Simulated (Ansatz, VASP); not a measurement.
Given: the input of a run of Ansatz 0.2.0 on SnO2 (Cassiterite). 

Contents of input.yaml:

```yaml
crystal:
  lattice:
    - [4.738, 0.0, 0.0]
    - [0.0, 4.738, 0.0]
    - [0.0, 0.0, 3.1865]
  atoms:
    - { symbol: Sn, position: [0.5, 0.5, 0.5] }
    - { symbol: Sn, position: [0.0, 0.0, 0.0] }
    - { symbol: O, position: [0.8071, 0.1929, 0.5] }
    - { symbol: O, position: [0.6929, 0.6929, 0.0] }
    - { symbol: O, position: [0.1929, 0.8071, 0.5] }
    - { symbol: O, position: [0.3071, 0.3071, 0.0] }
hamiltonian:
  xc: pbe
  pseudopotentials: { kind: paw }
kpoints:
  mp_grid: { grid: [6, 6, 8] }
scf:
  occupations: { method: gaussian, width: 0.012 }
output:
  forces: true
  stress: true
  eigenvalues: true
```

Potentials or basis: Ansatz PAW.

The run is started by

```sh
$ ansatz run input.yaml --threads 2 --pin off --max-ram 5632MiB --backend cpu --events-out ev --progress --plain --runs-dir out
```

Task: Translate it to VASP 6.6.1. Potentials or basis there: PBE PAW files O, Sn_d, 520 eV.

Result: As run (cutoffs and basis follow the program's own potentials, and thresholds, step limits or extra output files can differ):

The input INCAR:

```
PREC = Accurate ; ENCUT = 520
EDIFF = 1E-7 ; ISMEAR = 0
SIGMA = 0.012 ; LREAL = False
LASPH = True ; NELM = 100
ALGO = Fast ; ISIF = 2
LWAVE = False ; LCHARG = False
GGA = PE ; NBANDS = 35
```

The input KPOINTS:

```
regular mesh
0
Gamma
  6 6 8
```

File POSCAR:

```
SnO2
1.0
    4.7380000000      0.0000000000      0.0000000000
    0.0000000000      4.7380000000      0.0000000000
    0.0000000000      0.0000000000      3.1865000000
Sn O
2 4
Direct
    0.5000000000      0.5000000000      0.5000000000
    0.0000000000      0.0000000000      0.0000000000
    0.8071000000      0.1929000000      0.5000000000
    0.6929000000      0.6929000000      0.0000000000
    0.1929000000      0.8071000000      0.5000000000
    0.3071000000      0.3071000000      0.0000000000
```

Potentials or basis: VASP PAW PBE potentials, release 64 (Sn_d, O).

Launch:

```bash
$ cat potpaw_PBE.64/Sn_d/POTCAR potpaw_PBE.64/O/POTCAR > POTCAR
$ mpirun -np 1 vasp_std > vasp.out
```

Both were run:

|  | Ansatz | VASP |
| --- | --- | --- |
| Pressure | 11.1 GPa | 11.8 GPa |
| Largest force | 0.275 eV/Å | 0.294 eV/Å |

Ansatz's pressure holds a Pulay term of +0.84 GPa for its cutoff of 420 eV, which the other run lacks.

Where Ansatz's input types no cutoff or centring, it takes its own default and a Γ-centred mesh.

The cell lies far from this level's equilibrium.

Pressure is positive in compression.
